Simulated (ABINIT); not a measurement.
**CdSe and the effect of the functional**

```
CELL_PARAMETERS angstrom
0.00000 3.07027 3.07027
3.07027 0.00000 3.07027
3.07027 3.07027 0.00000
ATOMIC_POSITIONS crystal
Cd 0.00000 0.00000 0.00000
Se 0.25000 0.25000 0.25000
```

The cell is a database's computed one, not the measured one.

Kept alike: task single point; k mesh 6 × 6 × 6; occupations fixed; no spin polarisation. Program: ABINIT, SG15 NC PBE v1.2, cutoff 490 eV. The mesh is that of the run's cell of 2 atoms. No spin-orbit coupling.

| functional | band gap (eV) | pressure (GPa) |
| --- | --- | --- |
| PBE | 0.538 | 1.32 |
| PBE0 | 1.898 | -0.37 |

Pressure is positive in compression; the values hold the error of the finite cutoff, so their zero can differ a little from the energy's minimum. Spin-orbit coupling, left out here, moves the band edges of heavy atoms and can close or invert small gaps. Runs of this series that gave no sound value for these columns are left out. A gap read on the mesh alone can miss an edge between its points. All rows use potentials made for PBE.

Task: What does the functional change here?

Result: The band gap runs from 0.538 (PBE) to 1.898 eV (PBE0). The pressure runs from -0.37 (PBE0) to 1.32 GPa (PBE).
